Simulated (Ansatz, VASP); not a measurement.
**One calculation of CaO, two programs**

The input INCAR:

```
SYSTEM = CaO
ALGO     = Normal         ! electronic algorithm
EDIFF    = 1E-6           ! SCF threshold, eV
ENCUT    = 520            ! plane-wave cutoff, eV
GGA      = PE             ! functional
ISIF     = 2              ! what is computed and relaxed
ISMEAR   = 0              ! smearing method
LASPH    = .True.         ! aspherical terms in the spheres
LCHARG   = .False.        ! write CHGCAR
LREAL    = .False.        ! projectors in reciprocal space
LWAVE    = .False.        ! write WAVECAR
NBANDS   = 15             ! bands
NELM     = 80             ! most SCF steps
PREC     = Accurate       ! precision mode
SIGMA    = 0.05           ! smearing width, eV
```

The input KPOINTS:

```
k-points
0
Gamma
  8 8 8
  0 0 0
```

File POSCAR:

```
CaO
1.0
    0.0000000000      2.3877750000      2.4490000000
    2.5102250000      0.0000000000      2.4490000000
    2.5102250000      2.3877750000      0.0000000000
Ca O
1 1
Direct
    0.0000000000      0.0000000000      0.0000000000
    0.5000000000      0.5000000000      0.5000000000
```

Input for Ansatz:

```yaml
crystal:
  lattice:
    - [0.0, 2.387775, 2.449]
    - [2.510225, 0.0, 2.449]
    - [2.510225, 2.387775, 0.0]
  atoms:
    - { symbol: Ca, position: [0.0, 0.0, 0.0] }
    - { symbol: O, position: [0.5, 0.5, 0.5] }
basis:
  ecutwfc: 420
kpoints:
  mp_grid: { grid: [8, 8, 8] }
hamiltonian:
  xc: pbe
scf:
  occupations: { method: gaussian, width: 0.05 }
output:
  forces: true
  stress: true
  eigenvalues: true
```

Change from the starting cell: strain +0.0250 x Voigt [1, -1, 0, 0, 0, 0], atoms carried along.

Alike in both runs: task single point; functional PBE; k mesh 8 × 8 × 8; occupations gaussian, width 0.05 eV; no spin polarisation.

```csv
,VASP,Ansatz
version,VASP 6.6.1,Ansatz 0.2.0
potentials or method,"VASP PAW PBE potentials, release 64 (Ca_sv, O)","scalar-relativistic, plane waves, PAW"
plane-wave cutoff (eV),520,420
valence electrons in the cell,16,16
```

Ansatz gave:

```
gap on the k mesh at the Fermi level (eV)       : 3.54
least direct gap on the mesh (eV)               : 4.02
pressure (GPa)                                  : -3.5
largest component of the traceless stress (GPa) : 2.98
```

Q: Estimate VASP's values.

A: gap on the k mesh at the Fermi level (eV): 3.52; least direct gap on the mesh (eV): 4.00; pressure (GPa): -3.1; largest component of the traceless stress (GPa): 3.13.

The functional is the same, so the differences come from potentials, cutoffs and numerics.

A k mesh can miss the band edges.
